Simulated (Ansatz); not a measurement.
**Molecular dynamics of TaSi2**

input.yaml

```yaml
accuracy: low
crystal:
  lattice:
    - [-2.39195, 4.142979, 6.57]
    - [4.7839, 0.0, 6.57]
    - [4.7839, 8.285958, 0.0]
  atoms:
    - { symbol: Ta, position: [0.75, 0.25, 0.125] }
    - { symbol: Ta, position: [0.3333333, 0.3333333, 0.0833333] }
    - { symbol: Ta, position: [0.4166667, 0.9166667, 0.0416667] }
    - { symbol: Si, position: [0.079485, 0.920515, 0.1192275] }
    - { symbol: Si, position: [0.9923033, 0.6743633, 0.0833333] }
    - { symbol: Si, position: [0.2461517, 0.0871817, 0.2974392] }
    - { symbol: Si, position: [0.920515, 0.079485, 0.3807725] }
    - { symbol: Si, position: [0.6743633, 0.9923033, 0.0833333] }
    - { symbol: Si, position: [0.0871817, 0.2461517, 0.0358942] }
    - { symbol: Ta, position: [0.75, 0.25, 0.625] }
    - { symbol: Ta, position: [0.3333333, 0.3333333, 0.5833333] }
    - { symbol: Ta, position: [0.4166667, 0.9166667, 0.5416667] }
    - { symbol: Si, position: [0.079485, 0.920515, 0.6192275] }
    - { symbol: Si, position: [0.9923033, 0.6743633, 0.5833333] }
    - { symbol: Si, position: [0.2461517, 0.0871817, 0.7974392] }
    - { symbol: Si, position: [0.920515, 0.079485, 0.8807725] }
    - { symbol: Si, position: [0.6743633, 0.9923033, 0.5833333] }
    - { symbol: Si, position: [0.0871817, 0.2461517, 0.5358942] }
    - { symbol: Ta, position: [0.25, 0.75, 0.375] }
    - { symbol: Ta, position: [0.8333333, 0.8333333, 0.3333333] }
    - { symbol: Ta, position: [0.9166667, 0.4166667, 0.2916667] }
    - { symbol: Si, position: [0.579485, 0.420515, 0.3692275] }
    - { symbol: Si, position: [0.4923033, 0.1743633, 0.3333333] }
    - { symbol: Si, position: [0.7461517, 0.5871817, 0.5474392] }
    - { symbol: Si, position: [0.420515, 0.579485, 0.6307725] }
    - { symbol: Si, position: [0.1743633, 0.4923033, 0.3333333] }
    - { symbol: Si, position: [0.5871817, 0.7461517, 0.2858942] }
    - { symbol: Ta, position: [0.25, 0.75, 0.875] }
    - { symbol: Ta, position: [0.8333333, 0.8333333, 0.8333333] }
    - { symbol: Ta, position: [0.9166667, 0.4166667, 0.7916667] }
    - { symbol: Si, position: [0.579485, 0.420515, 0.8692275] }
    - { symbol: Si, position: [0.4923033, 0.1743633, 0.8333333] }
    - { symbol: Si, position: [0.7461517, 0.5871817, 0.0474392] }
    - { symbol: Si, position: [0.420515, 0.579485, 0.1307725] }
    - { symbol: Si, position: [0.1743633, 0.4923033, 0.8333333] }
    - { symbol: Si, position: [0.5871817, 0.7461517, 0.7858942] }
basis:
  ecutwfc: 500.0
kpoints:
  mp_grid: { grid: [2, 2, 1] }
hamiltonian:
  xc: r2scan
  pseudopotentials: { kind: paw, azcp: { folder: soft_1 } }
scf:
  occupations: { method: fermi_dirac, width: 0.17 }
  lower_state_search: "off"
md:
  timestep: 2
  n_steps: 110
  ensemble: nvt_langevin
  temperature: 2000.0
  initial_velocities: maxwell_boltzmann
  seed: 761687
  friction: 0.02
```

Launched with:

```bash
$ ansatz run input.yaml --threads 4 --pin off --max-ram 10240MiB --backend cpu --events-out ev --progress --plain --runs-dir out
```

It starts from an unrelaxed structure (largest force component 0.12 eV/Å).

Output, in part (one step line in 4):

```
md step     0: t =     0.00 fs  T =  1944.4 K  F+E_penalty+E_count = -134696.88655660 eV  E_kin = 9.048200 eV  (9 SCF iters)
md step     4: t =     8.00 fs  T =  1619.1 K  F+E_penalty+E_count = -134695.57443636 eV  E_kin = 7.534409 eV  (8 SCF iters)
md step     8: t =    16.00 fs  T =  1393.0 K  F+E_penalty+E_count = -134692.99923270 eV  E_kin = 6.482234 eV  (6 SCF iters)
md step    12: t =    24.00 fs  T =  1115.0 K  F+E_penalty+E_count = -134690.83620311 eV  E_kin = 5.188278 eV  (6 SCF iters)
md step    16: t =    32.00 fs  T =  1261.4 K  F+E_penalty+E_count = -134689.70228487 eV  E_kin = 5.869726 eV  (7 SCF iters)
md step    20: t =    40.00 fs  T =  1331.7 K  F+E_penalty+E_count = -134689.12933613 eV  E_kin = 6.196654 eV  (7 SCF iters)
md step    24: t =    48.00 fs  T =  1691.2 K  F+E_penalty+E_count = -134688.36210872 eV  E_kin = 7.869568 eV  (6 SCF iters)
md step    28: t =    56.00 fs  T =  1571.6 K  F+E_penalty+E_count = -134687.25391946 eV  E_kin = 7.313163 eV  (7 SCF iters)
md step    32: t =    64.00 fs  T =  1480.3 K  F+E_penalty+E_count = -134686.72718291 eV  E_kin = 6.888388 eV  (6 SCF iters)
md step    36: t =    72.00 fs  T =  1777.7 K  F+E_penalty+E_count = -134687.05335668 eV  E_kin = 8.272508 eV  (6 SCF iters)
md step    40: t =    80.00 fs  T =  1789.0 K  F+E_penalty+E_count = -134687.88448773 eV  E_kin = 8.324686 eV  (8 SCF iters)
md step    44: t =    88.00 fs  T =  2071.0 K  F+E_penalty+E_count = -134688.61866157 eV  E_kin = 9.636928 eV  (6 SCF iters)
md step    48: t =    96.00 fs  T =  2448.4 K  F+E_penalty+E_count = -134688.21700054 eV  E_kin = 11.393075 eV  (6 SCF iters)
md step    52: t =   104.00 fs  T =  1985.5 K  F+E_penalty+E_count = -134686.02638510 eV  E_kin = 9.239131 eV  (7 SCF iters)
md step    56: t =   112.00 fs  T =  1776.1 K  F+E_penalty+E_count = -134684.97414855 eV  E_kin = 8.264747 eV  (6 SCF iters)
md step    60: t =   120.00 fs  T =  1811.0 K  F+E_penalty+E_count = -134686.03332646 eV  E_kin = 8.427058 eV  (8 SCF iters)
md step    64: t =   128.00 fs  T =  1720.0 K  F+E_penalty+E_count = -134687.23966560 eV  E_kin = 8.003815 eV  (6 SCF iters)
md step    68: t =   136.00 fs  T =  1962.8 K  F+E_penalty+E_count = -134688.00152744 eV  E_kin = 9.133690 eV  (6 SCF iters)
md step    72: t =   144.00 fs  T =  2083.6 K  F+E_penalty+E_count = -134688.12840739 eV  E_kin = 9.695758 eV  (6 SCF iters)
md step    76: t =   152.00 fs  T =  1892.5 K  F+E_penalty+E_count = -134688.01617350 eV  E_kin = 8.806479 eV  (6 SCF iters)
md step    80: t =   160.00 fs  T =  2275.0 K  F+E_penalty+E_count = -134688.28926284 eV  E_kin = 10.586548 eV  (8 SCF iters)
md step    84: t =   168.00 fs  T =  2321.0 K  F+E_penalty+E_count = -134688.50732693 eV  E_kin = 10.800531 eV  (6 SCF iters)
md step    88: t =   176.00 fs  T =  2233.7 K  F+E_penalty+E_count = -134687.87013396 eV  E_kin = 10.394437 eV  (6 SCF iters)
md step    92: t =   184.00 fs  T =  1613.0 K  F+E_penalty+E_count = -134686.44892157 eV  E_kin = 7.505684 eV  (7 SCF iters)
md step    96: t =   192.00 fs  T =  1497.2 K  F+E_penalty+E_count = -134685.98929843 eV  E_kin = 6.966826 eV  (6 SCF iters)
md step   100: t =   200.00 fs  T =  2009.6 K  F+E_penalty+E_count = -134687.16872152 eV  E_kin = 9.351440 eV  (8 SCF iters)
md step   104: t =   208.00 fs  T =  2197.1 K  F+E_penalty+E_count = -134688.10896256 eV  E_kin = 10.224042 eV  (6 SCF iters)
md step   108: t =   216.00 fs  T =  2089.1 K  F+E_penalty+E_count = -134688.00549021 eV  E_kin = 9.721479 eV  (6 SCF iters)
md step   110: t =   220.00 fs  T =  1907.9 K  F+E_penalty+E_count = -134687.69115204 eV  E_kin = 8.878203 eV  (8 SCF iters)
```

The run went to its last step. A run of 0.22 ps of so small a system gives no equilibrium averages. Limits of this set-up: coarse k mesh, low accuracy level.

Mean squared displacements from the first frame to the last, about the centre of mass: Ta 0.04 Å², Si 0.06 Å².

Last frame:

```xyz
36
Lattice="-2.3920 4.1430 6.5700 4.7839 0.0000 6.5700 4.7839 8.2860 0.0000" Properties=species:S:1:pos:R:3
Ta -0.117 4.380 6.422
Ta 1.166 2.258 4.299
Ta 3.548 2.101 8.733
Si 4.609 1.036 6.719
Si 1.315 5.125 11.223
Si 1.213 3.496 2.260
Si 0.029 6.924 6.845
Si 3.587 3.534 11.005
Si 1.444 0.877 2.423
Ta 2.195 8.417 6.734
Ta 3.648 6.271 4.593
Ta 6.016 6.246 9.002
Si 7.165 5.888 6.582
Si 3.912 9.304 10.962
Si 3.677 7.766 2.122
Si 2.319 11.165 6.658
Si 6.062 7.816 11.212
Si 3.213 4.954 2.103
Ta 4.821 4.351 6.566
Ta 3.635 6.193 11.102
Ta 1.365 6.255 8.953
Si 2.481 5.657 6.596
Si 1.226 4.897 4.351
Si 3.426 7.765 9.051
Si 4.716 7.107 6.825
Si 3.472 3.750 4.389
Si 3.477 4.716 8.947
Ta 7.237 8.370 6.579
Ta 6.252 10.391 11.157
Ta 3.639 10.391 8.749
Si 4.872 9.803 6.697
Si 3.564 9.023 4.367
Si 1.242 3.580 8.942
Si 2.216 2.866 6.501
Si 5.828 7.844 4.319
Si 5.931 9.021 8.894
```

Time of the run: 28 min on 4 threads of Arm Neoverse V1, with other jobs on the host, peak memory 2.6 GiB.
